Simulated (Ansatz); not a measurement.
# Al2O3: the cost of one run

Method: DFT PBE, scalar-relativistic, plane waves, PAW, in Ansatz 0.2.0.

### 1 The structure to begin with

It takes space group Immm (No. 71, orthorhombic). Conventional cell: a = 2.799 Å, b = 3.737 Å, c = 8.804 Å, α = 90.00°, β = 90.00°, γ = 90.00°. Al (site symmetry mm2) has 6 O at 1.90 to 1.96 Å as nearest neighbours. Around O (site symmetry mmm) lie 4 Al at 1.96 Å. Around O (site symmetry mm2) lie 4 Al at 1.90 to 1.91 Å.

Coordinates:

```cif
data_structure
_symmetry_space_group_name_H-M 'Immm'
_symmetry_Int_Tables_number 71
_cell_length_a 2.7991
_cell_length_b 3.7366
_cell_length_c 8.8039
_cell_angle_alpha 90.000
_cell_angle_beta 90.000
_cell_angle_gamma 90.000
_cell_volume 92.08
loop_
_atom_site_label
_atom_site_type_symbol
_atom_site_symmetry_multiplicity
_atom_site_Wyckoff_symbol
_atom_site_fract_x
_atom_site_fract_y
_atom_site_fract_z
_atom_site_occupancy
Al1 Al 4 i 0.00000 0.00000 0.65547 1
O1 O 2 d 0.00000 0.50000 0.00000 1
O2 O 4 j 0.00000 0.50000 0.69638 1
```

The cell was relaxed beforehand at this level, from a generated guess; it needn't be the stable form of this composition. At a tolerance of 0.02 Å it has space group Immm (No. 71); it has 9.21 Å³/atom, an uncorrected energy of -2.91 eV/atom over the elements.

### 2 Electronic structure at the relaxed geometry

input.yaml reads:

```yaml
crystal:
  lattice:
    - [-1.399567, 1.868311, 4.4019491]
    - [1.399567, -1.868311, 4.4019491]
    - [1.399567, 1.868311, -4.4019491]
  atoms:
    - { symbol: Al, position: [0.655475, 0.655475, 0.0] }
    - { symbol: Al, position: [0.344525, 0.344525, 0.0] }
    - { symbol: O, position: [0.5, 0.0, 0.5] }
    - { symbol: O, position: [0.196384, 0.696384, 0.5] }
    - { symbol: O, position: [0.803616, 0.303616, 0.5] }
basis:
  ecutwfc: 420
kpoints:
  mp_grid: { grid: [10, 10, 10] }
  band_path:
    path:
      - [[0.0, 0.0, 0.0], [0.5, 0.5, -0.5], [0.27527187, 0.72472813, -0.27527187]]
      - [[-0.27527187, 0.27527187, 0.27527187], [0.0, 0.0, 0.0], [0.29503481, -0.29503481, 0.29503481]]
      - [[0.70496519, 0.29503481, -0.29503481], [0.5, 0.5, -0.5]]
      - [[0.0, 0.0, 0.0], [0.0, 0.5, 0.0], [0.25, 0.25, 0.25], [0.5, 0.0, 0.0], [0.0, 0.0, 0.0], [0.0, 0.0, 0.5], [0.25, 0.25, 0.25]]
    npoints: 14
hamiltonian:
  xc: pbe
scf:
  occupations: { method: gaussian, width: 0.02 }
  n_extra_bands: 12
output:
  forces: true
  stress: true
  eigenvalues: true
  populations: true
  dos: { projected: true, de: 0.02, nscf_kmesh: { grid: [15, 15, 15] } }
  bader: true
  write_density: true
  write_potential: true
  elf: true
  volumetric_format: npy
```

Run with:

```sh
> ansatz run input.yaml --threads 1 --pin off --max-ram 3072MiB --backend cpu --events-out ev --progress --plain --runs-dir out
```

**Question.** How long does this run take on 1 thread of Arm Neoverse V2, shared host, and how much memory does it need?

About 60 s, with a peak of 0.55 GiB.
